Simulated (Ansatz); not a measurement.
# PbS: the cost of one run

Method: DFT PBE+D3(BJ), scalar-relativistic, plane waves, PAW, in Ansatz 0.2.0.

## (1) The system as given

The structure is cubic, space group Pm-3m (No. 221). The conventional cell has a = 3.654 Å, b = 3.654 Å, c = 3.654 Å, α = 90.00°, β = 90.00°, γ = 90.00°. Pb (site symmetry m-3m) is surrounded by 8 S at 3.16 Å. S (site symmetry m-3m) has 8 Pb at 3.16 Å as nearest neighbours.

Coordinates:

```xyz
2
Lattice="3.6537 0.0000 0.0000 0.0000 3.6537 0.0000 0.0000 0.0000 3.6537" Properties=species:S:1:pos:R:3 pbc="T T T"
Pb    0.0000    0.0000    0.0000
S     1.8268    1.8268    1.8268
```

Source of the structure: the Materials Project (structure only).

(A quick probe on a coarse mesh, which set the mesh and smearing, is not shown.)

## (3) Relaxing cell and atoms

input.yaml

```yaml
crystal:
  lattice:
    - [3.653659, 0.0, 0.0]
    - [0.0, 3.653659, 0.0]
    - [0.0, 0.0, 3.653659]
  atoms:
    - { symbol: Pb, position: [0.0, 0.0, 0.0] }
    - { symbol: S, position: [0.5, 0.5, 0.5] }
basis:
  ecutwfc: 420
kpoints:
  mp_grid: { grid: [12, 12, 12] }
hamiltonian:
  xc: pbe
  dispersion: d3bj
scf:
  occupations: { method: gaussian, width: 0.1 }
output:
  forces: true
  stress: true
  eigenvalues: true
relax:
  adjacent_minimum: "off"
  f_tol: 0.005
  max_steps: 80
  cell: { stress_tol: 0.05 }
```

Q: Estimate wall time and peak memory on 1 thread of an Arm CPU, shared host.

About 22 s, with a peak of 0.35 GiB.
